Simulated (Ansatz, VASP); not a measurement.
Pd in VASP and in Ansatz

```
Pd
1.0
     0.00000    2.05317    1.74519
     2.05317    0.00000    1.74519
     2.05317    2.05317    0.00000
Pd
1
Direct
  0.00000 0.00000 0.00000
```

Alike in both runs: task single point; functional PBE; k mesh 24 × 24 × 24; occupations gaussian, width 0.15 eV; no spin polarisation.

|  | VASP | Ansatz |
| --- | --- | --- |
| version | VASP 6.6.1 | Ansatz 0.2.0 |
| potentials or method | VASP PAW PBE potentials, release 64 (Pd) | scalar-relativistic, plane waves, PAW |
| plane-wave cutoff (eV) | 520 | 420 |
| valence electrons in the cell | 10 | 18 |

VASP gave:

| Quantity | Value |
| --- | --- |
| gap on the k mesh at the Fermi level (eV) | none |
| pressure (GPa) | 8.2 |
| largest component of the traceless stress (GPa) | 2.61 |

Question: What did Ansatz give for the same quantities?

Answer: gap on the k mesh at the Fermi level (eV): none; pressure (GPa): 8.5; largest component of the traceless stress (GPa): 2.65.

A gap of «none» marks a metal or a gap that the smearing closes. The two sets of potentials don't hold the same shells in valence.
